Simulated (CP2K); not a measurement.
Runs of CP2K 2026.2 on Ru. Symmetry: P6_3/mmc, No. 194, hexagonal system. The conventional cell has a = 2.706 Å, b = 2.706 Å, c = 4.282 Å, α = 90.00°, β = 90.00°, γ = 120.00°. Ru (site symmetry -6m2) is surrounded by 12 Ru at 2.65 to 2.71 Å. 

```tsv
task	level	potentials or basis	cell	smearing	EPS_DEFAULT	NGRIDS	basis sets	potentials	points a segment of the path (NPOINTS)	gap on the mesh (eV)	pressure (GPa)
band structure	PBEsol	POTENTIAL_UZH Ru GTH-PBE-q16; TZVP-MOLOPT-PBE-GTH basis	as given	fermi-dirac 0.0259 eV	1.0E-9	5	Ru TZVP-MOLOPT-PBE-GTH-q16	Ru GTH-PBE-q16 of POTENTIAL_UZH	10	none	-2.8
single point	PBEsol	POTENTIAL_UZH Ru GTH-PBE-q16; TZVP-MOLOPT-PBE-GTH basis	as given	fermi-dirac 0.05 eV	1.0E-10	5	Ru TZVP-MOLOPT-PBE-GTH-q16	Ru GTH-PBE-q16 of POTENTIAL_UZH	-	none	-2.8
band structure	r2SCAN	POTENTIAL_UZH Ru GTH-SCAN-q16; TZVP-MOLOPT-SCAN-GTH basis	as given	fermi-dirac 0.05 eV	1.0E-9	5	Ru TZVP-MOLOPT-SCAN-GTH-q16	Ru GTH-SCAN-q16 of POTENTIAL_UZH	6	none	(a)
single point	PBEsol	POTENTIAL_UZH Ru GTH-PBE-q16; TZVP-MOLOPT-PBE-GTH basis	atoms moved at random, drawn with an rms of 0.05 Å	fermi-dirac 0.05 eV	1.0E-10	4	Ru TZVP-MOLOPT-PBE-GTH-q16	Ru GTH-PBE-q16 of POTENTIAL_UZH	-	none	-2.7
band structure	LDA	GTH_POTENTIALS Ru GTH-PADE-q16; TZVP-MOLOPT-PBE-GTH basis	as given	fermi-dirac 0.05 eV	1.0E-9	5	Ru TZVP-MOLOPT-PBE-GTH-q16	Ru GTH-PADE-q16 of GTH_POTENTIALS	8	none	-8.0
```

Alike in all rows: no spin polarisation; k mesh 11 × 11 × 6.

Problem. Estimate the missing entries.

Solution. (a) 15.3.

Caveats: the basis of atomic orbitals isn't converged, which shifts pressures, moduli and gaps; the potentials were made for another functional, which shifts forces and pressure (some runs); so large a pressure means that the cell lies far from this level's equilibrium, or that cutoff or potentials fall short (some runs).

A k mesh can miss the band edges, and the runs leave out spin-orbit coupling on Ru.

A gap of «none» marks a metal or a gap under the smearing width.
